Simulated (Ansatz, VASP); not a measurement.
**PbSe: 3 runs at one level of theory**

The starting cell:

```
Pb Se
1.0
     0.00000    3.06065    3.06065
     3.06065    0.00000    3.06065
     3.06065    3.06065    0.00000
Pb Se
1 1
Direct
  0.00000 0.00000 0.00000
  0.50000 0.50000 0.50000
```

Alike in all runs: task relaxation of cell and atoms; functional BLYP; dispersion D3(BJ); k mesh 8 × 8 × 8; occupations fermi-dirac, width 0.05 eV; no spin polarisation; no spin-orbit coupling.

```json
{"program and potentials": "Ansatz, Ansatz PAW", "plane-wave cutoff (eV)": "420", "notes": "potentials made for PBE, which Ansatz adapts in part; 15 valence electrons an atom on average", "equilibrium volume (Å³/atom)": "29.20"}
{"program and potentials": "VASP, PBE PAW files Pb_d, Se, 600 eV", "plane-wave cutoff (eV)": "600", "notes": "potentials made for PBE; 10 valence electrons an atom on average", "equilibrium volume (Å³/atom)": "29.31"}
{"program and potentials": "Ansatz, all-electron LAPW, scalar-relativistic", "plane-wave cutoff (eV)": "-", "notes": "-", "equilibrium volume (Å³/atom)": "29.20"}
```

The equilibrium volume spans 29.20 (Ansatz, Ansatz PAW) to 29.31 Å³/atom (VASP, PBE PAW files Pb_d, Se, 600 eV), with all-electron results at 29.20. Some sets were made for another functional than the one run, which can shift their rows. Relaxations stop with a little pressure left, so the last digit of a volume isn't settled.

The functional is the same throughout but for its coding, so the spread measures potentials, basis and numerics; runs on potential files found faulty are left out.
